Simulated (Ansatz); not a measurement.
Input for Ansatz (plane-wave DFT, PAW):

```yaml
crystal:
  lattice:
    - [0.0386906, 3.35129825, 3.4771074]
    - [3.34890435, 0.109343, 3.406455]
    - [3.40499925, 3.33674075, 0.0532481]
  atoms:
    - { symbol: Bi, position: [0.0246136012, -0.0268145286, -0.0191823802] }
    - { symbol: Te, position: [0.4753863988, 0.5268145286, 0.5191823802] }
basis:
  ecutwfc: 420
kpoints:
  mp_grid: { grid: [10, 10, 10] }
hamiltonian:
  xc: pbesol
scf:
  occupations: { method: gaussian, width: 0.1 }
output:
  forces: true
  stress: true
  eigenvalues: true
```

It can be run as
```bash
ansatz run input.yaml --threads 1 --pin off --backend cpu --events-out ev --progress --plain --runs-dir out  # memory cap (--max-ram) not shown
```

All numbers below come from DFT PBEsol, scalar-relativistic, plane waves, PAW in Ansatz 0.2.0.

Part of what the program printed, abridged:

```
Pseudopotentials: kind: paw
Pseudopotential: Bi, paw, valence charge 15, recommended cutoff 420 eV (normal)
Pseudopotential: Te, paw, valence charge 16, recommended cutoff 420 eV (normal)
Functional definition: PBEsol
Crystal: 2 atoms, lattice volume = 75.395 Å³
Basis set: ecut = 420 eV, 1453 PW (Γ), exchange–correlation on 72×64×64 points (8 copies of the dense FFT grid, shifted against one another)
Bands: 20, of which v1, the nominal top of the filled ones, is band 16 counted from 1 (15 counted from 0)
Symmetry: 1 space group operations
Space group: P1 (ITA 1), of the structure as read, at distance tolerance 4.2e-5 Å
k-points: 504 of 1000 (time reversal used)
Initial density: superposition of atomic densities (neutral atoms: chi_scale 0, normalization atom), corrected by the library's trained network
Initial wavefunctions: pseudopotential atomic-orbital guess
Functional: x = pbesol(κ = 0.804, μ = 0.12345679), c = pbesol(β = 0.046)
SCF iter   1: F=—  HF=-19143.428762 eV  |F-HF|=—  |Δ(HF+E_count)|=         —  Δρ=2.51e-3  dr2=9.93e-3  ethr=1.77e-3  ⟨swp⟩=6.4  Hψ=52204  notcnv=0
SCF iter   2: F=—  HF=-19143.425015 eV  |F-HF|=—  |Δ(HF+E_count)|=   3.75e-3  Δρ=7.65e-4  dr2=5.67e-4  ethr=3.20e-5  ⟨swp⟩=2.7  Hψ=21059  notcnv=0
SCF iter   3: F=—  HF=-19143.424982 eV  |F-HF|=—  |Δ(HF+E_count)|=   3.29e-5  Δρ=5.42e-4  dr2=2.79e-4  ethr=1.83e-6  ⟨swp⟩=2.0  Hψ=17763  notcnv=0
SCF iter   4: F=—  HF=-19143.424886 eV  |F-HF|=—  |Δ(HF+E_count)|=   9.57e-5  Δρ=1.00e-4  dr2=1.16e-5  ethr=9.00e-7  ⟨swp⟩=2.0  Hψ=17535  notcnv=0
SCF iter   5: F=—  HF=-19143.424888 eV  |F-HF|=—  |Δ(HF+E_count)|=   1.91e-6  Δρ=2.50e-5  dr2=5.00e-7  ethr=3.74e-8  ⟨swp⟩=2.0  Hψ=17751  notcnv=0
SCF iter   6: F=-19143.424888 eV  HF=-19143.424888 eV  |F-HF|=6.26e-9  |Δ(HF+E_count)|=   4.95e-8  Δρ=5.72e-6  dr2=2.44e-8  ethr=3.23e-10  ⟨swp⟩=8.9  Hψ=59222  notcnv=0
SCF 1 converged in 6 iterations: F = -19143.424888 eV  dr2 = 2.44e-8
SCF converged after 6 iterations
Free energy (F): -19143.424888 eV
Harris-Foulkes:  -19143.424888 eV  (|F-HF|=6.26e-9)
Internal energy: -19143.415711 eV  (E = F + TS)
E sigma→0 (E₀):  -19143.420299 eV
Entropy (-TS):   -0.009177 eV (-4.589 meV/atom)
Fermi energy:    8.215531 eV
--- Per-component energies (eV) ---
  E_band       = -410.425271
  E_kinetic    = 480.054754
  E_local      = -2954.324977  (includes V_loc(G=0)·N_el)
  E_nonlocal   = 254.176510
  E_hartree    = 1361.531064
  E_xc         = -272.177882
  E_vxc        = -246.276086  (∫ρ·V_xc dr)
  E_paw        = -15093.784500  (= ΣΔE_a)
  E_vpaw       = -667.122526  (= ΣTr[D̂ρ^β])
  E_aug_tail   = -0.000658  (compensation charges beyond the density's cutoff)
  E_ewald      = -2919.354589
  E_core_change = 0.464567  (= ΣΔE_core)
  E_smearing   = -0.009177  (= −TS)
--- Forces (eV/Å), atoms counted from 1 ---
  atom   1  Bi     0.30539313     0.02203917    -0.00450693
  atom   2  Te    -0.30536553    -0.02204084     0.00450764
--- Stress (GPa, compression-positive) ---
       -3.636550       0.239478      -0.048714
        0.239478      -3.923277      -0.132358
       -0.048714      -0.132358      -5.305308
  P = ⅓ Tr σ = -4.2884 GPa (-42.884 kbar)
--- Band table (eV; the first three rows and the last of 504) ---
  k-point 0: bands = ["-28.9327", "-28.9275", "-28.9154", "-28.8991", "-28.8977", "-14.9522", "-14.9414", "-14.9206", "-14.8972", "-14.8951", "-4.8255", "-0.3276", "5.5158", "5.7749", "6.2153", "9.4338", "10.0086", "10.2132", "12.8918", "13.0279"]
  k-point 1: bands = ["-28.9327", "-28.9275", "-28.9154", "-28.8991", "-28.8977", "-14.9524", "-14.9412", "-14.9205", "-14.8969", "-14.8953", "-4.7489", "-0.4912", "5.5781", "5.7981", "6.2050", "9.1752", "9.7726", "9.9232", "12.8420", "13.0224"]
  k-point 2: bands = ["-28.9327", "-28.9274", "-28.9154", "-28.8991", "-28.8977", "-14.9530", "-14.9405", "-14.9201", "-14.8964", "-14.8953", "-4.5226", "-0.9331", "5.7284", "5.8737", "6.1891", "8.5922", "9.1782", "9.3837", "12.8031", "13.3600"]
  k-point 503: bands = ["-28.9326", "-28.9273", "-28.9152", "-28.8990", "-28.8976", "-14.9549", "-14.9388", "-14.9184", "-14.8963", "-14.8952", "-3.4132", "-2.6154", "5.9747", "6.3735", "6.5514", "7.5307", "7.9520", "8.2365", "14.7339", "15.6412"]
```

The run converged.

Spin–orbit coupling is left out, which can shift energies with elements as heavy as these.